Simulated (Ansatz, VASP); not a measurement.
# Cross-check of AlN between VASP and Ansatz

One calculation is typed for both programs; each brings its own data sets and cutoff. How far apart do they land?

Method: plane waves, with VASP 6.6.1 beside it; band structure at PBE, in Ansatz 0.2.0.

### 1. Starting point

It takes space group F-43m (No. 216, cubic). Conventional cell: a = 4.368 Å, b = 4.368 Å, c = 4.368 Å, α = 90.00°, β = 90.00°, γ = 90.00°. Al has 4 N at 1.89 Å nearest. Nearest to N lie 4 Al at 1.89 Å. Farther neighbours and most contacts between anions are not listed.

### 2. Ansatz: band structure, PBE

Ansatz runs on its default PAW (the set named soft_2) files.

Levels along a path test the potential and the projectors away from the mesh points.

Input file input.yaml:

```yaml
crystal:
  lattice:
    - [0.0, 2.1839935596, 2.1839935596]
    - [2.1839935596, 0.0, 2.1839935596]
    - [2.1839935596, 2.1839935596, 0.0]
  atoms:
    - { symbol: Al, position: [0.0, 0.0, 0.0] }
    - { symbol: "N", position: [0.25, 0.25, 0.25] }
hamiltonian:
  xc: pbe
  pseudopotentials: { kind: paw }
kpoints:
  mp_grid: { grid: [4, 4, 4] }
  band_path:
    path:
      - [0.0, 0.0, 0.0]
      - [0.18182, 0.0, 0.18182]
      - [0.36364, 0.0, 0.36364]
      - [0.5, 0.0, 0.5]
      - [0.5, 0.09091, 0.59091]
      - [0.5, 0.18182, 0.68182]
      - [0.5, 0.25, 0.75]
      - [0.45455, 0.29545, 0.75]
      - [0.40909, 0.34091, 0.75]
      - [0.375, 0.375, 0.75]
      - [0.20455, 0.20455, 0.40909]
      - [0.06818, 0.06818, 0.13636]
      - [0.03409, 0.03409, 0.06818]
      - [0.04545, 0.04545, 0.04545]
      - [0.22727, 0.22727, 0.22727]
      - [0.40909, 0.40909, 0.40909]
      - [0.51136, 0.47727, 0.51136]
      - [0.55682, 0.38636, 0.55682]
      - [0.60227, 0.29545, 0.60227]
      - [0.61364, 0.25, 0.63636]
      - [0.56818, 0.25, 0.68182]
      - [0.51136, 0.25, 0.73864]
      - [0.5, 0.29545, 0.70455]
      - [0.5, 0.38636, 0.61364]
      - [0.5, 0.47727, 0.52273]
      - [0.47727, 0.47727, 0.54545]
      - [0.43182, 0.43182, 0.63636]
      - [0.38636, 0.38636, 0.72727]
      - [0.60227, 0.20455, 0.60227]
      - [0.55682, 0.11364, 0.55682]
      - [0.5, 0.0, 0.5]
    npoints: 1
scf:
  occupations: { method: gaussian, width: 0.01 }
  n_extra_bands: 7
output:
  forces: true
  stress: true
  eigenvalues: true
  write_density: true
  write_potential: true
  elf: true
  volumetric_format: npy
```

Launch:

```
ansatz run input.yaml --threads 2 --pin off --max-ram 4608MiB --backend cpu --events-out ev --progress --plain --runs-dir out
```

Numbers of over 12 decimals in the logs are rounded to 6 here.

The log of the run:

```text
scf.n_extra_bands = 7 over 4 filled bands (N_el = 8.0): the run solves 11 bands
Engine: ansatz 0.2.0, aarch64-unknown-linux-gnu
Pseudopotentials: kind: paw
Pseudopotential: Al, paw, valence charge 3, recommended cutoff 420 eV (normal), Al.paw.azcp
Pseudopotential: N, paw, valence charge 5, recommended cutoff 420 eV (normal), N.paw.azcp
Functional definition: PBE
  parameter kappa = 0.804
  parameter beta = 0.066725
  exchange = pbe_x(kappa = kappa, mu = beta*pi^2/3)
  correlation = pbe_c(beta = beta)
Crystal: 2 atoms, lattice volume = 20.835 Å³
Basis set: ecut = 420 eV, 411 PW (Γ), exchange–correlation on 48×48×48 points (8 copies of the dense FFT grid, shifted against one another)
Bands: 11, of which v1, the nominal top of the filled ones, is band 4 counted from 1 (3 counted from 0)
Symmetry: 24 space group operations
Space group: F-43m (ITA 216), of the structure as read, at distance tolerance 2.8e-5 Å
k-points: 8 of 64 (time reversal used)
Non-local potential: Al, projectors of the file, l = 0: 2, l = 1: 2, l = 2: 1
Non-local potential: N, projectors of the file, l = 0: 2, l = 1: 2, l = 2: 1
PAW form: soft (Blöchl's): semilocal exchange-correlation on the pseudo side does not see the compensation charge
PAW one-centre angular grid: Al, 110 points (default); XC on 64 Gauss nodes
PAW one-centre angular grid: N, 110 points (default); XC on 64 Gauss nodes
Initial density: superposition of atomic densities (neutral atoms: chi_scale 0, normalization atom), corrected by the library's trained network
Initial wavefunctions: pseudopotential atomic-orbital guess
Functional: x = pbe(κ = 0.804, μ = 0.219515), c = pbe(β = 0.066725)
SCF iter   1: F=—  HF=-924.167261 eV  |F-HF|=—  |Δ(HF+E_count)|=         —  Δρ=2.05e-3  dr2=8.77e-4  ethr=1.77e-3  ⟨swp⟩=5.0  Hψ=554  notcnv=0
preconditioner: auto → none  [insulator: Δε(μ)=3.327 eV  Ē_g=19.164 eV  σ=0.010 eV  W_gap=1.00  n_scr=0 (ndim 8)  ℏωp=23.0 eV  f_vac=0.000  D(μ)=0.00/eV (n_scr^D=0)  ε∞_Penn≈2.4]
SCF iter   2: F=—  HF=-924.167125 eV  |F-HF|=—  |Δ(HF+E_count)|=   1.37e-4  Δρ=7.10e-4  dr2=1.06e-4  ethr=1.10e-5  ⟨swp⟩=2.2  Hψ=197  notcnv=0  defer=18
SCF iter   3: F=—  HF=-924.167137 eV  |F-HF|=—  |Δ(HF+E_count)|=   1.19e-5  Δρ=1.13e-4  dr2=1.22e-6  ethr=1.33e-6  ⟨swp⟩=2.5  Hψ=104  notcnv=0  defer=18
SCF iter   4: F=—  HF=-924.167183 eV  |F-HF|=—  |Δ(HF+E_count)|=   4.63e-5  Δρ=1.17e-5  dr2=1.22e-8  ethr=1.53e-8  ⟨swp⟩=2.8  Hψ=108  notcnv=0  defer=18
iter 5 did not close the SCF: its close was put off for the readings that it lacked (scf_convergence_deferred on its scf_iter line)
SCF iter   5: F=-924.167183 eV  HF=-924.167183 eV  |F-HF|=3.11e-10  |Δ(HF+E_count)|=   1.43e-8  Δρ=1.98e-6  dr2=4.10e-10  ethr=1.53e-10  ⟨swp⟩=2.6  Hψ=102  notcnv=0  defer=18
SCF iter   6: F=-924.167183 eV  HF=-924.167183 eV  |F-HF|=9.09e-13  |Δ(HF+E_count)|=  3.61e-10  Δρ=9.37e-8  dr2=4.89e-13  ethr=5.12e-12  ⟨swp⟩=6.4  Hψ=445  notcnv=0
SCF 1 converged in 6 iterations: F = -924.167183 eV  dr2 = 4.89e-13
  greatest PAW one-centre occupation: 0.787 electrons in one spin orbital (limit 2), on the N atom at site 1 (counted from 0), in its partial waves of l = 0
NSCF: frozen V_eff on 31 k-points
SCF converged after 6 iterations
Free energy (F): -924.167183 eV
Harris-Foulkes:  -924.167183 eV  (|F-HF|=9.09e-13)
Internal energy: -924.167183 eV  (E = F + TS)
E sigma→0 (E₀):  -924.167183 eV
Fermi energy:    8.651657 eV
--- Per-component energies (eV) ---
  E_band       = 15.624169
  E_kinetic    = 159.707049
  E_local      = -223.073848  (includes V_loc(G=0)·N_el)
  E_nonlocal   = 55.471353
  E_hartree    = 77.417982
  E_xc         = -101.864440
  E_vxc        = -107.995259  (∫ρ·V_xc dr)
  E_paw        = -595.221821  (= ΣΔE_a)
  E_vpaw       = -23.321184  (= ΣTr[D̂ρ^β])
  E_aug_tail   = 0.000098  (compensation charges beyond the density's cutoff)
  E_ewald      = -296.603555
  E_smearing   = -0.000000  (= −TS)
  E_closure    = 0.000000  (closes the sum)
  Σ components = -924.167183   (vs F -924.167183, Δ=0.00e0)
--- Forces (eV/Å), atoms counted from 1 ---
  atom   1  Al     0.00000000    -0.00000000    -0.00000000
  atom   2  N     -0.00000000     0.00000000    -0.00000000
  max |Σ_I F_I| component: 2.22e-16 eV/Å
--- Stress (GPa, compression-positive) ---
        4.939545       0.000000      -0.000000
        0.000000       4.939545       0.000000
       -0.000000       0.000000       4.939545
  P = ⅓ Tr σ = 4.9395 GPa (49.395 kbar)
--- Band table (eV; the first three rows and the last of 8) ---
  k-point 0: bands = [-7.9734, 7.0017, 7.0017, 7.0017, 11.1759, 19.5569, 19.5569, 19.5569, ... 3 higher]
  k-point 1: bands = [-7.1226, 3.7377, 6.7471, 6.7471, 13.4440, 17.9663, 19.3074, 19.3074, ... 3 higher]
  k-point 2: bands = [-5.9240, 1.1429, 6.5228, 6.5228, 14.3655, 16.8536, 18.1229, 18.1229, ... 3 higher]
  k-point 7: bands = [-5.2323, 3.2187, 3.5628, 4.3061, 13.0296, 18.4044, 18.9579, 19.1677, ... 3 higher]
```

Elapsed: 0.97 s, on 2 threads of Arm Neoverse N1, shared host; peak memory 0.24 GiB.

In the SCF lines HF is the Harris–Foulkes energy and dr2 the Hartree energy of the density residual, in eV; the loop may stop once dr2 is under the threshold and the program's other checks hold. Hψ counts applications of the Hamiltonian.

### 3. VASP: band structure, PBE

The same cell, functional, mesh and smearing now go to VASP, with its own data sets and cutoff.

Lines of VASP's logs that name or quote its potential files are left out, and so is its time.

Input file INCAR:

```
SYSTEM = AlN
PREC = Accurate
ENCUT = 450
EDIFF = 1E-08
NELM = 100
ISMEAR = 0
SIGMA = 0.01
LREAL = .FALSE.
ALGO = Normal
GGA = PE
NBANDS = 10
LORBIT = 11
LWAVE = .TRUE.
LCHARG = .FALSE.
KPAR = 8
```

Input file POSCAR:

```
AlN
1.0
    0.0000000000      2.1839935596      2.1839935596
    2.1839935596      0.0000000000      2.1839935596
    2.1839935596      2.1839935596      0.0000000000
Al N
1 1
Direct
    0.0000000000      0.0000000000      0.0000000000
    0.2500000000      0.2500000000      0.2500000000
```

Input file KPOINTS:

```
Automatic mesh
0
Gamma
4 4 4
0 0 0
```

Input file KPOINTS_OPT:

```
Line mode
12
Line-mode
Reciprocal
  0.00000000   0.00000000   0.00000000 GAMMA
  0.50000000   0.00000000   0.50000000 X

  0.50000000   0.00000000   0.50000000 X
  0.50000000   0.25000000   0.75000000 W

  0.50000000   0.25000000   0.75000000 W
  0.37500000   0.37500000   0.75000000 K

  0.37500000   0.37500000   0.75000000 K
  0.00000000   0.00000000   0.00000000 GAMMA

  0.00000000   0.00000000   0.00000000 GAMMA
  0.50000000   0.50000000   0.50000000 L

  0.50000000   0.50000000   0.50000000 L
  0.62500000   0.25000000   0.62500000 U

  0.62500000   0.25000000   0.62500000 U
  0.50000000   0.25000000   0.75000000 W

  0.50000000   0.25000000   0.75000000 W
  0.50000000   0.50000000   0.50000000 L

  0.50000000   0.50000000   0.50000000 L
  0.37500000   0.37500000   0.75000000 K

  0.62500000   0.25000000   0.62500000 U
  0.50000000   0.00000000   0.50000000 X
```

Potentials, in the order of the species: Al_GW and N_GW (PBE family, release 64).

Launch:

```
mpirun -np 8 vasp_std
```

The log of the run:

```text
[banner, memory and clock lines left out]
running    8 mpi-ranks, on    1 nodes
 distrk:  each k-point on    1 cores,    8 groups
 distr:  one band on    1 cores,    1 groups

 POSCAR found type information on POSCAR AlN
 POSCAR found :  2 types and       2 ions
|                                                                             |
|           W    W    AA    RRRRR   N    N  II  N    N   GGGG   !!!           |
|           W    W   A  A   R    R  NN   N  II  NN   N  G    G  !!!           |
|           W    W  A    A  R    R  N N  N  II  N N  N  G       !!!           |
|           W WW W  AAAAAA  RRRRR   N  N N  II  N  N N  G  GGG   !            |
|           WW  WW  A    A  R   R   N   NN  II  N   NN  G    G                |
|           W    W  A    A  R    R  N    N  II  N    N   GGGG   !!!           |
|                                                                             |
|     For optimal performance we recommend to set                             |
|       NCORE = 2 up to number-of-cores-per-socket                            |
|     NCORE specifies how many cores store one orbital (NPAR=cpu/NCORE).      |
|     This setting can greatly improve the performance of VASP for DFT.       |
|     The default, NCORE=1 might be grossly inefficient on modern             |
|     multi-core architectures or massively parallel machines. Do your        |
|     Unfortunately you need to use the default for GW and RPA                |
|     calculations (for HF NCORE is supported but not extensively tested      |
|     yet).                                                                   |
|                                                                             |

 LDA part: xc-table for (Slater+PW92), standard interpolation
 POSCAR, INCAR and KPOINTS ok, starting setup
 FFT: planning ... GRIDC
 FFT: planning ... GRID_SOFT
 FFT: planning ... GRID
 WAVECAR not read
 entering main loop
       N       E                     dE             d eps       ncg     rms          rms(c)
DAV:   1     0.142619022317E+02    0.14262E+02   -0.41317E+03   168   0.649E+02
DAV:   2    -0.165033556844E+02   -0.30765E+02   -0.28575E+02   212   0.166E+02
DAV:   3    -0.172103800179E+02   -0.70702E+00   -0.70579E+00   198   0.216E+01
DAV:   4    -0.172133616337E+02   -0.29816E-02   -0.29811E-02   214   0.169E+00
DAV:   5    -0.172133990808E+02   -0.37447E-04   -0.37446E-04   178   0.179E-01    0.857E+00
DAV:   6    -0.148511859648E+02    0.23622E+01   -0.12057E+01   218   0.250E+01    0.220E+00
DAV:   7    -0.148315801572E+02    0.19606E-01   -0.95822E-02   178   0.264E+00    0.142E+00
DAV:   8    -0.148253152873E+02    0.62649E-02   -0.26944E-02   170   0.281E+00    0.189E-01
DAV:   9    -0.148250586862E+02    0.25660E-03   -0.19492E-03   252   0.392E-01    0.619E-02
DAV:  10    -0.148251880484E+02   -0.12936E-03   -0.14279E-04   172   0.919E-02    0.150E-02
DAV:  11    -0.148251865317E+02    0.15167E-05   -0.72154E-06   222   0.290E-02    0.267E-03
DAV:  12    -0.148251867511E+02   -0.21945E-06   -0.29616E-07   180   0.461E-03    0.459E-04
DAV:  13    -0.148251867508E+02    0.36732E-09   -0.39168E-08   200   0.166E-03
   1 F= -.14825187E+02 E0= -.14825187E+02  d E =-.639714E-13
 Start KPOINTS_OPT (optional k-point list driver)
k-point batch [1-8\120]
       N       E                     dE             ncg
DAV:   1     0.349113583869E+03   -0.31723E+03      160
DAV:   2     0.522301410411E+02   -0.29688E+03      230
DAV:   3     0.439854066886E+02   -0.82447E+01      196
DAV:   4     0.439332659771E+02   -0.52141E-01      202
DAV:   5     0.439324882667E+02   -0.77771E-03      198
DAV:   6     0.439324744428E+02   -0.13824E-04      230
DAV:   7     0.439324742143E+02   -0.22850E-06      206
DAV:   8     0.439324742108E+02   -0.35028E-08      186
[...]
k-point batch [113-120\120]
       N       E                     dE             ncg
DAV:   1     0.200342501658E+03   -0.26203E+04      160
DAV:   2    -0.100316110968E+02   -0.21037E+03      212
DAV:   3    -0.175872207218E+02   -0.75556E+01      192
DAV:   4    -0.176400230108E+02   -0.52802E-01      236
DAV:   5    -0.176406676685E+02   -0.64466E-03      214
DAV:   6    -0.176406686683E+02   -0.99983E-06      230
DAV:   7    -0.176406686744E+02   -0.60909E-08      216
 writing wavefunctions
```

From OUTCAR (step 3):

```text
ion  position               nearest neighbor table
   1  0.000  0.000  0.000-   2 1.89   2 1.89   2 1.89   2 1.89
   2  0.250  0.250  0.250-   1 1.89   1 1.89   1 1.89   1 1.89

  LATTYP: Found a face centered cubic cell.
 ALAT       =     4.3679871192

 Subroutine GETGRP returns: Found 24 space group operations
 (whereof 24 operations were pure point group operations)

The static configuration has the point symmetry T_d .

 Found      8 irreducible k-points:

   k-points           NKPTS =      8   k-points in BZ     NKDIM =      8   number of bands    NBANDS=     10

   dimension x,y,z NGX =    24 NGY =   24 NGZ =   24
   dimension x,y,z NGXF=    48 NGYF=   48 NGZF=   48

   ENCUT  =  450.0 eV  33.07 Ry    5.75 a.u.   5.34  5.34  5.34*2*pi/ulx,y,z

   NELECT =       8.0000    total number of electrons

 k-points in reciprocal lattice and weights: Automatic mesh
   0.00000000  0.00000000  0.00000000       0.016
   0.25000000  0.00000000  0.00000000       0.125
   0.50000000  0.00000000  0.00000000       0.062
   0.25000000  0.25000000  0.00000000       0.094
   0.50000000  0.25000000  0.00000000       0.375
  -0.25000000  0.25000000  0.00000000       0.188
   0.50000000  0.50000000  0.00000000       0.047
  -0.25000000  0.50000000  0.25000000       0.094

 average (electrostatic) potential at core
       1 -49.9887       2 -59.9679

 E-fermi :   5.0279

 k-point     1 :       0.0000    0.0000    0.0000
  band No.  band energies     occupation
      1     -10.0154      2.00000
      2       4.9809      2.00000
      3       4.9809      2.00000
      4       4.9809      2.00000
      5       9.1564      0.00000
      6      17.5052      0.00000
      7      17.5052      0.00000
      8      17.5052      0.00000
      9      22.6353      0.00000
    ...

 k-point     2 :       0.2500    0.0000    0.0000
  band No.  band energies     occupation
      1      -9.1639      2.00000
      2       1.7087      2.00000
      3       4.7232      2.00000
      4       4.7232      2.00000
      5      11.4195      0.00000
      6      15.9276      0.00000
      7      17.2748      0.00000
      8      17.2748      0.00000
      9      21.2217      0.00000
    ...

 k-point     3 :       0.5000    0.0000    0.0000
  band No.  band energies     occupation
      1      -7.9629      2.00000
      2      -0.8945      2.00000
      3       4.4962      2.00000
      4       4.4962      2.00000
      5      12.3355      0.00000
      6      14.8321      0.00000
      7      16.0961      0.00000
      8      16.0961      0.00000
      9      22.9394      0.00000
    ...

  Total        0.3180168      0.3180168      0.3180168      0.0000000     -0.0000000      0.0000000
  in kB       24.4555026     24.4555026     24.4555026      0.0000000     -0.0000000      0.0000000
  external PRESSURE =      24.4555026 kB  Pullay stress =       0.0000000 kB

  energy-cutoff  :      450.00
  volume of cell :       20.83
      direct lattice vectors                 reciprocal lattice vectors
     0.000000000  2.183993560  2.183993560    -0.228938404  0.228938404  0.228938404
     2.183993560  0.000000000  2.183993560     0.228938404 -0.228938404  0.228938404
     2.183993560  2.183993560  0.000000000     0.228938404  0.228938404 -0.228938404

 POSITION                                       TOTAL-FORCE (eV/Angst)
 -----------------------------------------------------------------------------------
      0.00000      0.00000      0.00000         0.000000      0.000000      0.000000
      1.09200      1.09200      1.09200        -0.000000     -0.000000     -0.000000
 -----------------------------------------------------------------------------------
    total drift:                               -0.000000     -0.000000     -0.000000

  FREE ENERGIE OF THE ION-ELECTRON SYSTEM (eV)
  ---------------------------------------------------
  free  energy   TOTEN  =       -14.8251867508 eV

  energy  without entropy=      -14.8251867508  energy(sigma->0) =      -14.82518675

 total charge
# of ion       s       p       d       tot
------------------------------------------
    1        0.435   0.560   0.217   1.212
    2        1.190   2.577   0.000   3.766
--------------------------------------------------
tot          1.625   3.136   0.217   4.978

[... 3 further parts left out ...]
```

The run ends at a pressure of 2.45 GPa.

### 4. Comparison

Known differences besides the potentials themselves: the cutoff is 420 eV in Ansatz and 450 eV in VASP; VASP leaves aspherical gradient terms in its spheres out (LASPH is not set), Ansatz keeps them. Total energies have different zeros and are not compared.

Both answers:

| quantity | Ansatz | VASP | difference |
| --- | --- | --- | --- |
| gap over the path points (eV) | 3.300 | 3.290 | +0.010 |

Levels at points of the path, from each program's valence-band top (eV; 3 filled, then empty):

| k (reciprocal lattice) | Ansatz | VASP |
| --- | --- | --- |
| 0.000 0.000 0.000 | 0.00 0.00 0.00 4.17 12.55 | 0.00 0.00 0.00 4.17 12.52 |
| 0.182 0.000 0.182 | -1.95 -0.60 -0.60 6.01 10.98 | -1.95 -0.60 -0.60 6.01 10.96 |
| 0.364 0.000 0.364 | -4.20 -1.51 -1.51 4.34 9.11 | -4.21 -1.52 -1.52 4.34 9.10 |
| 0.500 0.000 0.500 | -4.91 -1.77 -1.77 3.30 8.60 | -4.92 -1.78 -1.78 3.29 8.59 |
| 0.500 0.091 0.591 | -4.73 -2.12 -2.09 4.02 9.18 | -4.74 -2.14 -2.10 4.01 9.17 |
| 0.500 0.182 0.682 | -4.21 -2.92 -2.56 5.46 10.55 | -4.22 -2.94 -2.58 5.46 10.54 |
| 0.500 0.250 0.750 | -3.78 -3.44 -2.70 6.03 11.40 | -3.79 -3.45 -2.71 6.03 11.41 |
| 0.455 0.295 0.750 | -4.02 -3.46 -2.25 5.80 10.74 | -4.03 -3.48 -2.27 5.80 10.74 |
| 0.409 0.341 0.750 | -4.21 -3.60 -1.57 5.32 10.21 | -4.22 -3.61 -1.58 5.31 10.20 |
| 0.375 0.375 0.750 | -4.26 -3.63 -1.37 5.15 10.09 | -4.27 -3.65 -1.38 5.14 10.09 |

Among the levels compared at these points, filled levels agree within 17 meV and empty ones within 31 meV. Not compared: the pressure (VASP's GW data sets at this cutoff don't carry it).

### 5. Other set-ups

Further runs change the set-up of one program: Ansatz's method, potentials or start, or VASP's data sets, cutoff or form of LDA. The table gives Ansatz less VASP for each quantity, since a change that brings one quantity closer may part another.

```csv
run,gap over the path points (eV)
as above,0.0097
Ansatz's all-electron LAPW method,0.0015
Ansatz's larger PAW set (cutoff 1050 eV),0.0024
norm-conserving potentials (cutoff 1240 eV),-0.0042
```

### 6. Summary of results

| Item | Value |
| --- | --- |
| difference in gap over the path points (band structure, PBE) | 0.0097 eV |

What this shows: The difference in gap over the path points is 0.0097 eV (band structure, PBE), within the 0.08 eV picked in this series as the mark of a large difference. Band structure, PBE, Ansatz's all-electron LAPW method: the difference in gap over the path points goes from 0.0097 to 0.0015 eV. Band structure, PBE, Ansatz's larger PAW set (cutoff 1050 eV): the difference in gap over the path points goes from 0.0097 to 0.0024 eV. Band structure, PBE, norm-conserving potentials (cutoff 1240 eV): the difference in gap over the path points goes from 0.0097 to -0.0042 eV. Such differences can come from data sets, numerical settings and the points named under the comparisons, not from the functional's error against experiment.

[Lines on the potential files, build, host, timing and source positions are cut from VASP's logs without a mark.]

[Logs are printed without paths, hosts, clocks, repeated set-up lines and the standing remarks that a program may print on its own settings, such as how far it seeks lower states.]

[Hosts, paths, dates, database ids (printed as entryN), source tags and the programs' standing remarks are cut or masked in the printed files.]
